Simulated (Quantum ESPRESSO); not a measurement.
GaN, 4 atoms in the cell. The structure is hexagonal, space group P6_3mc (No. 186). Conventional cell: a = 3.180 Å, b = 3.180 Å, c = 5.166 Å, α = 90.00°, β = 90.00°, γ = 120.00°. Ga (site symmetry 3m) is surrounded by 4 N at 1.94 to 1.95 Å. Around N (site symmetry 3m) lie 4 Ga at 1.94 to 1.95 Å. 

```yaml
Program: Quantum ESPRESSO 7.5
Task: single point
Functional: PBE
Potentials_or_basis: SG15 PBE 1.2
Cutoff: 952 eV
Density_cutoff: 3810 eV
k_mesh: 6 × 6 × 4
Occupations: fermi-dirac, width 0.05 eV
Spin: no spin polarisation
Mixing_beta: 0.5
Most_SCF_iterations: 120
SCF_threshold: 8e-10 Ry
```

Potentials or basis: SG15 PBE 1.2.

The run is started by

```console
$ OMP_NUM_THREADS=1 mpirun -n 2 pw.x -nk 2 -in pw.in > pw.out
```

Hardware: 2 MPI ranks on Arm Neoverse V1 (shared host).

Q: How long does it take, and how much memory?

A: Wall time 18 s on 2 MPI ranks on Arm Neoverse V1, with other jobs on the host, peak memory 0.14 GiB a rank. Counts: scf iterations 9, k pools 2, bands 26, k points 21, g dense 24141.
